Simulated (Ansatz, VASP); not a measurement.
## WS2: VASP beside Ansatz

The input INCAR:

```
ALGO = Normal ; EDIFF = 1E-6
ENCUT = 520 ; GGA = PS
ISIF = 2 ; ISMEAR = 0
LASPH = T ; LCHARG = F
LREAL = F ; LWAVE = F
NBANDS = 20 ; NELM = 100
PREC = Accurate ; SIGMA = 0.1
```

The input KPOINTS:

```
k-points
0
Gamma
  6 6 1
```

File POSCAR:

```
WS2
1.0
    3.1835163552      0.0000000000      0.0000000000
   -1.5917581776      2.7570060369      0.0000000000
    0.0000000000      0.0000000000     16.9505778900
W S
1 2
Direct
    0.3333333300      0.6666666700      0.0000000000
    0.6666666700      0.3333333300      0.9079994900
    0.6666666700      0.3333333300      0.0920005100
```

Input for Ansatz:

```yaml
crystal:
  lattice:
    - [3.1835163552, 0.0, 0.0]
    - [-1.5917581776, 2.7570060369, 0.0]
    - [0.0, 0.0, 16.95057789]
  atoms:
    - { symbol: W, position: [0.33333333, 0.66666667, 0.0] }
    - { symbol: S, position: [0.66666667, 0.33333333, 0.90799949] }
    - { symbol: S, position: [0.66666667, 0.33333333, 0.09200051] }
basis:
  ecutwfc: 420
kpoints:
  mp_grid: { grid: [6, 6, 1] }
hamiltonian:
  xc: pbesol
scf:
  occupations: { method: gaussian, width: 0.1 }
output:
  forces: true
  stress: true
  eigenvalues: true
```

Alike in both runs: task single point; functional PBEsol; k mesh 6 × 6 × 1; occupations gaussian, width 0.1 eV; no spin polarisation.

|  | VASP | Ansatz |
| --- | --- | --- |
| version | VASP 6.6.1 | Ansatz 0.2.0 |
| potentials or method | VASP PAW PBE potentials, release 64 (W_sv, S) | scalar-relativistic, plane waves, PAW |
| plane-wave cutoff (eV) | 520 | 420 |
| valence electrons in the cell | 26 | 26 |

|  | VASP | Ansatz | Ansatz less VASP |
| --- | --- | --- | --- |
| gap on the k mesh at the Fermi level (eV) | 1.79 | 1.77 | -0.012 |
| least direct gap on the mesh (eV) | 1.79 | 1.78 | -0.004 |
| rms of the force components (eV/Å) | 0.047 | 0.057 | +0.0103 |

Atom by atom the forces differ by 0.010 eV/Å (rms over components).

Caveats: the PAW data sets were made with another functional, which shifts forces and pressure a little (VASP); spin-orbit coupling is left out, which moves the levels of the heavy elements.
